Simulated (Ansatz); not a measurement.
Computed with DFT PBE, scalar-relativistic, plane waves, PAW in Ansatz 0.2.0. All cells share a 420 eV cutoff and Γ-centred k meshes spaced at most about 0.3 Å⁻¹ (about 0.25 or finer for metals, 2π included). No spin polarisation.

Each guess is relaxed in cell and atoms at zero pressure, on a coarse mesh first where it starts far from rest and then on a converged one. The steps can't lower the symmetry of the start, but it can rise. Energies are static (0 K, no zero-point motion).

This guess for Bi2Te3 isn't its lowest structure:

```cif
data_structure
_symmetry_space_group_name_H-M 'Pm-3m'
_symmetry_Int_Tables_number 221
_cell_length_a 5.5671
_cell_length_b 5.5671
_cell_length_c 5.5671
_cell_angle_alpha 90.000
_cell_angle_beta 90.000
_cell_angle_gamma 90.000
_cell_volume 172.54
loop_
_atom_site_label
_atom_site_type_symbol
_atom_site_symmetry_multiplicity
_atom_site_Wyckoff_symbol
_atom_site_fract_x
_atom_site_fract_y
_atom_site_fract_z
_atom_site_occupancy
Bi1 Bi 1 a 0.00000 0.00000 0.00000 1
Bi2 Bi 1 b 0.50000 0.50000 0.50000 1
Te1 Te 3 c 0.00000 0.50000 0.50000 1
```

Q: What does it relax into?

A: Pm-3m at 34.5 Å³/atom → Pm-3m at 40.2 Å³/atom. Conventional cell: a = 5.857 Å. Bi on its first site has 12 Te at 4.14 Å (long against covalent radii, as for large ions); Bi on its second site has 6 Te at 2.93 Å; Te has 2 Bi at 2.93 Å, 4 Bi at 4.14 Å and 8 Te at 4.14 Å.

```
Bi Te
1.0
     5.85722    0.00000    0.00000
     0.00000    5.85722    0.00000
     0.00000    0.00000    5.85722
Bi Te
2 3
Direct
  0.00000 0.00000 0.00000
  0.50000 0.50000 0.50000
  0.00000 0.50000 0.50000
  0.50000 0.00000 0.50000
  0.50000 0.50000 0.00000
```

Q: How far does this end lie above the lowest form of Bi2Te3 relaxed in the same way, and what is that form?

A: It lies 0.83 eV/atom above the lowest of the 5 forms computed, a structure that the Crystallography Open Database (COD) lists, of the tetradymite type. Space group R-3m (No. 166), trigonal, a = 4.447 Å, c = 32.169 Å. Bi is surrounded by 3 Te at 3.09 Å and 3 Te at 3.29 Å; Te on a site of symmetry -3m is surrounded by 6 Bi at 3.29 Å; around Te on a site of symmetry 3m lie 3 Bi at 3.09 Å. That form has 36.7 Å³/atom and a gap of 0.55 eV on its mesh; the guess's end has none. Counting Te atoms around Bi (those within 1.25 times the shortest such distance or 1.15 times the sum of covalent radii, 1.27 where that leaves under three; the shortest distance is added where it exceeds 1.18 times the sum of covalent radii; a slash parts the counts of unlike sites), the guess's end has Bi 6/12 from 4.1 Å and the lowest form has Bi 6.

Weakly bound directions are ill-defined at this level, which has no dispersion term (R-3m), and this can change margins and order among such cells. Spin–orbit coupling, which can matter for Bi and Te, is left out. Kohn–Sham gaps at this level usually fall short of measured ones. The missing spin–orbit coupling can work the other way here. The zero gap of Pm-3m may come from the functional, which often closes small gaps. Some candidate types were left out of the draw beforehand, so a known form may be missing.

The perovskite-type arrangement fails because it treats two chemically identical Bi atoms as if they were a large and a small cation. Bi in the octahedron bonds to Te at 2.93 Å, while the other Bi sits in a cage with Te at 4.14 Å, too far for appreciable covalent bonding. Expansion on relaxation doesn't cure this mismatch. In the tetradymite form every Bi instead takes part in p-bonding with six Te, the shorter contacts going to the outer Te of each quintuple layer and the longer ones to the central Te, which is shared among more Bi.

The gap of 0.55 eV is well above the measured one, probably because spin-orbit coupling, which inverts the band edges at Γ in this topological insulator, is absent. The c axis is also too long, as expected when van der Waals attraction between the layers is missing. Neither error is likely to overturn a separation of 0.83 eV/atom. The cubic end may well be a saddle point, since its symmetry prevents the caged Bi from moving off-centre to form shorter bonds.
